# Silicon under five functionals: how large is the crystal?

Three sizes are worth remembering for silicon. A volume change of one percent is a change of a third of a percent in the cube edge. It corresponds to a pressure of about one gigapascal. It costs only about one millielectronvolt per two-atom cell.

Quantum ESPRESSO 7.5, plane-wave DFT with pseudopotentials: silicon in the diamond structure (two-atom primitive cell), cell and atoms relaxed at zero pressure. All runs use an 8 × 8 × 8 k mesh, Fermi-Dirac smearing of 0.05 eV, no spin polarisation and no separate dispersion correction. Volume changes are relative to the common starting cell (a = 3.84 Å).

```tsv
functional	potentials	wave cutoff	density cutoff	volume change (%)	relaxed length a (Å)
LDA	PseudoDojo-0.4.1-SR-LDA-standard	435.382 eV	1741.53 eV	-2.040	3.814
PBE	SSSP-1.3-efficiency-PBE	748.313 eV	5986.51 eV	2.140	3.868
PBEsol	PseudoDojo-0.4.1-SR-PBEsol-standard	489.805 eV	1959.22 eV	0.000	3.840
RPBE	PseudoDojo-0.4.1-SR-PBE-standard	489.805 eV	1959.22 eV	2.790	3.876
vdW-DF-cx	PseudoDojo-0.4.1-SR-PBE-standard	489.805 eV	1959.22 eV	1.200	3.856
```

The volume changes count from one common starting cell, whose cube edge is close to the measured one. The relaxed lengths belong to the two-atom primitive cell; multiplied by $\sqrt{2}$ they give the cube edge.

## 1. Which functional makes the largest crystal?

RPBE does, with an expansion of 2.79 %, and LDA makes the smallest, with a contraction of 2.04 %. PBEsol, vdW-DF-cx and PBE lie between them in that order. The whole spread is close to 5 % in volume, or 1.6 % in the cube edge. The runs keep the cubic symmetry of the starting cell, so the functionals can disagree only on the size of the crystal and not on its shape.

## 2. PBEsol shows no change at all. Did it relax, and is it exact?

It is relaxed, though it hardly had to move. The pressure left in the PBEsol cell is below 0.001 GPa, so the starting cell happens to be its equilibrium to the digits shown.

That does not make PBEsol exact. The calculation holds the nuclei still, whereas real nuclei vibrate even at absolute zero, and in silicon this enlarges the cell by a tenth or two of a percent in the edge (a rough, recalled size). With vibrations added, PBEsol would come out slightly too large.

## 3. Why does a gradient correction enlarge the crystal?

LDA takes the exchange energy at each point from a uniform electron gas of the local density $n$. The gradient-corrected functionals multiply it by a factor $F(s) \ge 1$, which grows with the reduced gradient

$$s=\frac{|\nabla n|}{2(3\pi^2)^{1/3}\,n^{4/3}} .$$

Exchange energy is negative, so a larger $F$ lowers the energy wherever the density is thin and varies fast.

When atoms move apart, $s$ rises in two places: in the thin outer density that is exposed, and at the boundary between core and valence shells, which the neighbours' density fills less. The correction therefore rewards separation, and the equilibrium shifts outwards. The region near the cores is expected to carry a large share of the push, so it matters which functional a pseudopotential was made for. This is the standard explanation of why LDA binds solids too tightly and why PBE tends to overshoot.

From LDA through PBEsol and PBE to RPBE, the order of the rows matches how fast $F$ grows. PBEsol has a weaker gradient term than PBE and expands the crystal less. RPBE starts like PBE and has the same upper limit, but approaches it sooner, so it is expected to expand the crystal more; it does so in the table, where the two rows also differ in their potentials. For another functional of this family, the first thing to look at is thus how steeply its $F$ rises at moderate $s$.

The remaining row, vdW-DF-cx, has a different exchange factor and also a nonlocal correlation that contains dispersion. Up to $s\approx1$ its exchange factor lies no higher than that of PBEsol, so the steepness of $F$ at such $s$ would not place it between PBEsol and PBE. Its correlation also lacks the gradient term of the PBE type, which works against expansion (question 4). One row cannot tell how much each part contributes. No separate dispersion correction was added in any row.

## 4. Does the strength of exchange also give the spacing?

Only roughly. In PBE and PBEsol the factor is

$$F(s)=1+\frac{\mu s^2}{1+\mu s^2/\kappa},$$

with $\kappa\approx0.80$ in both and $\mu\approx0.22$ for PBE but $0.12$ for PBEsol. Take $s=1$ as a typical value, which is a guess, and let the expansion relative to LDA be proportional to $F-1$. The PBE row sets the scale, so it is no test.

RPBE keeps the constants of PBE but uses $F(s)=1+\kappa\,(1-e^{-\mu s^2/\kappa})$. The estimate then gives 4.7 points above LDA, against 4.83 in the table, though so close a match depends on the guess for $s$ and may be partly chance, since the RPBE row borrows a potential made for PBE. For PBEsol it gives 2.6 points, against 2.04. Another choice of $s$ does not cure the PBEsol miss: even for very small $s$ the estimate stays near $4.18\times0.12/0.22\approx2.3$ points.

Exchange alone thus gives the order but not the distances. A likely missing piece is the gradient term in correlation, which works against that in exchange. From PBE to PBEsol it is weakened less than exchange is, so it is expected to cancel a larger share of the push in PBEsol. The table has no row that separates the two, and the PBE row, which sets the scale, also uses a different set of potentials.

## 5. Can the expansion be predicted from the pressure at the start?

Yes, if the stiffness of the crystal is known. For a small change, the pressure $P$ in the starting cell and the relative volume change obey

$$\frac{\Delta V}{V}\approx\frac{P}{K},$$

where $K$ is the stiffness against uniform compression. In the same calculations, PBE starts with an outward pressure of 1.97 GPa and RPBE with 2.51 GPa.

The PBE row gives $K=1.97/0.0214\approx92$ GPa. For RPBE, which was not used to find $K$, the expansion should then be $2.51/92\approx2.7\,\%$. The table has 2.79 %. Read the other way, the RPBE row gives about 90 GPa: the functional with the larger cell makes the slightly softer crystal, as is usual. Both values are averages over the stretch rather than the stiffness at the minimum.

This relation turns a pressure into a size; the pressure itself comes from the functional, as in question 3. It also shows what a change of element would do: at equal pressure, a softer crystal expands more.

## 6. How much energy decides the cell size?

Very little. As the cell relaxes, the pressure falls almost linearly to zero, so the energy gained is about $\tfrac12 P\,\Delta V$. For PBE this is 5.3 meV per two-atom cell, and the computed energy drop is 5.2 meV.

If the true minimum lay at the starting cell, the same stretch would cost about as much as PBE gains. An error of only about 10 meV in the energy difference between these two volumes is therefore enough to shift the edge by 0.7 %. The energy curve is flat near its minimum, which makes the pressure a more sensitive guide to the cell size than the energy.

## 7. What does this mean for a strained silicon channel?

Transistor channels are strained on purpose to speed up the carriers, with stresses of the order of a gigapascal. A PBE calculation at the measured edge already contains about 2 GPa of pressure that no process has put there. The real stress acts along chosen directions and this pressure acts equally on all sides, but the sizes are comparable.

Suppose an engineer wants 1 % tensile strain and stretches the measured edge by that amount. The relaxed PBE edge is already 0.7 % longer than the starting one, so the PBE crystal feels only about 0.3 %. The LDA crystal, whose own edge is 0.7 % shorter, feels about 1.7 %. Strain has to be counted from the relaxed edge of the functional in use.

## 8. Which differences can be trusted, and does cell size set the gap?

Incomplete relaxation is not the limit, though convergence with cutoff and k mesh was not tested. The leftover pressures change the volume by less than 0.01 %, while the closest two rows, PBE and RPBE, differ by 0.65 points. But these two rows also differ in their potentials and cutoffs, so that difference does not belong to the functional alone.

The cleanest comparison is RPBE with vdW-DF-cx, 1.59 points apart, because they share potentials and cutoffs. Those potentials were made for PBE, however, and the error of borrowing them has not been tested; for RPBE a borrowed core is expected to miss part of the extra expansion. A PBE run with the same potentials and cutoffs would show how much of the 0.65 points comes from those settings.

The band gap raises a deeper problem. Between the highest filled and lowest empty level on the mesh of the same runs, it is 0.50 eV in LDA and 0.73 eV in RPBE, well below the measured value of roughly 1.1 eV, a known failure of functionals of this kind. The lowest point of the conduction band falls between mesh points, so the true gaps of these functionals are expected to be a few hundredths of an electronvolt smaller still. From LDA to PBEsol the volume grows by 2.04 points and the gap by only 0.01 eV. From PBEsol to PBE the volume grows by nearly the same amount, but the gap by 0.14 eV.

Over so small a range the gap of any one functional should change almost in proportion to the volume, so cell size alone does not set the gap. Nor does such a rise need a change of potential: the gap also grows by 0.14 eV from vdW-DF-cx to RPBE, where the potentials are the same. Under pressure the gap of silicon is known to shrink only slowly, by one or two hundredths of an electronvolt per gigapascal (a rough, recalled size). The larger cell is therefore expected to supply only a small part of either 0.14 eV rise, and the functional acting directly on the bands most of the rest. Comparing all five in one common cell, with matching potentials where possible, would test this.
